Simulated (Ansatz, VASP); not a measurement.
One calculation of Mo, two programs

```xyz
1
Lattice="-1.5450 1.5450 1.5450 1.5450 -1.5450 1.5450 1.5450 1.5450 -1.5450" Properties=species:S:1:pos:R:3 pbc="T T T"
Mo    0.0000    0.0000    0.0000
```

Alike in both runs: functional LDA; k mesh 17 × 17 × 17; occupations fermi-dirac, width 0.05 eV; no spin polarisation.

Ansatz relaxed the structure, and its values are those at the end. VASP's run is a single point on that final structure, the one shown.

```csv
,VASP,Ansatz
version,VASP 6.6.1,Ansatz 0.2.0
potentials or method,"VASP PAW LDA potentials, release 64 (Mo_sv)","PAW with Ansatz's default frozen-core files, scalar-relativistic"
plane-wave cutoff (eV),520,420
valence electrons in the cell,14,14
```

|  | VASP | Ansatz | Ansatz less VASP |
| --- | --- | --- | --- |
| pressure (GPa) | 7.8 | 6.5 | -1.31 |
